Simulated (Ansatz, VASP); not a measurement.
## BN in VASP and in Ansatz

Contents of INCAR:

```
SYSTEM = BN
  PREC = Accurate
  ENCUT = 520
  EDIFF = 1E-6
  ISMEAR = 0
  SIGMA = 0.05
  LREAL = .FALSE.
  LASPH = .TRUE.
  NELM = 80
  ALGO = Normal
  ISIF = 2
  LWAVE = .FALSE.
  LCHARG = .FALSE.
  GGA = PE
  NBANDS = 16
```

File KPOINTS:

```
regular mesh
0
G
  12 12 6
  0 0 0
```

File POSCAR:

```
BN
1.0
    2.5545800960      0.0000000000      0.0000000000
   -1.2772900480      2.2123312591      0.0000000000
    0.0000000000      0.0000000000      4.2245145352
B N
2 2
Direct
    0.6447333481      0.3333333333      0.9998058547
    0.3552666519      0.6666666667      0.4998058547
    0.6901538926      0.3333333333      0.6251941453
    0.3098461074      0.6666666667      0.1251941453
```

Input for Ansatz:

```yaml
crystal:
  lattice:
    - [2.554580096, 0.0, 0.0]
    - [-1.277290048, 2.2123312591, 0.0]
    - [0.0, 0.0, 4.2245145352]
  atoms:
    - { symbol: B, position: [0.6447333481, 0.3333333333, 0.9998058547] }
    - { symbol: B, position: [0.3552666519, 0.6666666667, 0.4998058547] }
    - { symbol: "N", position: [0.6901538926, 0.3333333333, 0.6251941453] }
    - { symbol: "N", position: [0.3098461074, 0.6666666667, 0.1251941453] }
basis:
  ecutwfc: 420
kpoints:
  mp_grid: { grid: [12, 12, 6] }
hamiltonian:
  xc: pbe
scf:
  occupations: { method: gaussian, width: 0.05 }
output:
  forces: true
  stress: true
  eigenvalues: true
  write_density: true
  write_potential: true
  elf: true
  volumetric_format: npy
```

Change from the starting cell: mode 4 (471.6 1/cm) frozen in, largest displacement -0.060 Å.

Alike in both runs: task single point; functional PBE; k mesh 12 × 12 × 6; occupations gaussian, width 0.05 eV; no spin polarisation.

```csv
,VASP,Ansatz
version,VASP 6.6.1,Ansatz 0.2.0
potentials or method,"VASP PAW PBE potentials, release 64 (B, N)","scalar-relativistic, plane waves, PAW"
plane-wave cutoff (eV),520,420
valence electrons in the cell,16,16
```

Ansatz gave:

| Item | Value |
| --- | --- |
| gap on the k mesh at the Fermi level (eV) | 5.12 |
| least direct gap on the mesh (eV) | 8.08 |
| pressure (GPa) | -0.1 |
| largest component of the traceless stress (GPa) | 2.04 |
| rms of the force components (eV/Å) | 0.347 |

Q: Which values does VASP return?

A: gap on the k mesh at the Fermi level (eV): 5.10; least direct gap on the mesh (eV): 8.06; pressure (GPa): 0.1; largest component of the traceless stress (GPa): 2.04; rms of the force components (eV/Å): 0.347.

Atom by atom the forces differ by 0.001 eV/Å (rms over components).

A k mesh can miss the band edges.
